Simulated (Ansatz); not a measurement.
LiF:

```
CELL_PARAMETERS angstrom
2.55953 0.00000 0.00000
0.00000 2.55953 0.00000
0.00000 0.00000 2.55953
ATOMIC_POSITIONS crystal
F 0.50000 0.50000 0.50000
Li 0.00000 0.00000 0.00000
```

Measurements of this composition are mostly on another form, of space group No. 225.

Base run:

- Program: Ansatz 0.2.0
- Functional: PBE
- Potentials or basis: all-electron LAPW, scalar-relativistic
- Cutoff: 242 eV (chosen from the basis error)
- Basis error allowed: 0.001 eV/atom
- k mesh: 10 × 10 × 10
- Occupations: gaussian, width 0.05 eV
- Spin: no spin polarisation

Its results: band gap on the k mesh 7.49 eV, indirect (least direct gap 8.15 eV); pressure 0.0 GPa.

Q: The run is repeated on the same cell with these changes: functional from PBE to LDA. What comes out?

A: Band gap on the k mesh 7.29 eV, indirect (least direct gap 7.97 eV); pressure -7.6 GPa.

LDA binds more tightly than PBE, so the same cell stands under less pressure.

A k mesh can miss the band edges.
